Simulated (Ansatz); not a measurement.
Crystal: SiO2.

```
Si O
1.0
     4.97559    0.00000    0.00000
     0.00000    4.97559    0.00000
     0.00000    0.00000    6.90089
Si O
4 8
Direct
  0.80325 0.80325 0.50000
  0.69675 0.30325 0.25000
  0.30325 0.69675 0.75000
  0.19675 0.19675 0.00000
  0.76176 0.11039 0.43204
  0.88961 0.23824 0.06796
  0.11039 0.76176 0.56796
  0.26176 0.38961 0.81796
  0.23824 0.88961 0.93204
  0.73824 0.61039 0.31796
  0.38961 0.26176 0.18204
  0.61039 0.73824 0.68204
```

The cell comes from a database or a generator and needn't be the stable form of this composition.

```yaml
Program: Ansatz 0.2.0
Task: relaxation of cell and atoms
Functional: PBE
Potentials_or_basis: Ansatz PAW
Cutoff: "420 eV (not typed: the program's choice for these potentials)"
k_mesh: 6 × 6 × 4
Occupations: fermi-dirac, width 0.05 eV
Spin: no spin polarisation
```

At the start: volume 14.24 Å³/atom.

Where does the relaxation end?

It ends after 12 steps and the volume is 15.28 Å³/atom (+7.4 %); space group P4_32_12 (No. 96, to 0.05 Å).

The path:
| step | energy change (eV) | largest force (eV/Å) | volume (Å³) |
| --- | --- | --- | --- |
| 1 | 0.0000 | 0.2777 | 170.84 |
| 2 | -0.0440 | 0.1277 | 173.85 |
| 3 | -0.0534 | 0.0332 | 177.47 |
| 4 | -0.0523 | 0.0121 | 178.33 |
| 5 | -0.0500 | 0.0015 | 179.23 |
| 6 | -0.0865 | 0.0015 | 179.23 |
| 7 | -0.0813 | 0.0049 | 181.98 |
| 8 | -0.0786 | 0.0118 | 182.74 |
| 9 | -0.0782 | 0.0006 | 182.96 |
| 10 | -0.0917 | 0.0006 | 182.96 |
| 11 | -0.0904 | 0.0006 | 183.40 |
| 12 | -0.0915 | 0.0006 | 183.40 |

Final structure:
```cif
data_structure
_symmetry_space_group_name_H-M 'P 1'
_symmetry_Int_Tables_number 1
_cell_length_a 5.0831
_cell_length_b 5.0831
_cell_length_c 7.0982
_cell_angle_alpha 90.000
_cell_angle_beta 90.000
_cell_angle_gamma 90.000
_cell_volume 183.40
loop_
_atom_site_label
_atom_site_type_symbol
_atom_site_fract_x
_atom_site_fract_y
_atom_site_fract_z
_atom_site_occupancy
Si1 Si 0.79396 0.79396 0.50000 1
Si2 Si 0.70604 0.29396 0.25000 1
Si3 Si 0.29396 0.70604 0.75000 1
Si4 Si 0.20604 0.20604 0.00000 1
O1 O 0.75886 0.09367 0.42433 1
O2 O 0.90633 0.24114 0.07567 1
O3 O 0.09367 0.75886 0.57567 1
O4 O 0.25886 0.40633 0.82567 1
O5 O 0.24114 0.90633 0.92433 1
O6 O 0.74114 0.59367 0.32567 1
O7 O 0.40633 0.25886 0.17433 1
O8 O 0.59367 0.74114 0.67433 1
```

Caveat: the plane-wave basis is chosen anew once the cell has moved, so the energies of steps on either side of that aren't comparable; the pressure holds a Pulay correction of +0.5 GPa for the finite cutoff.
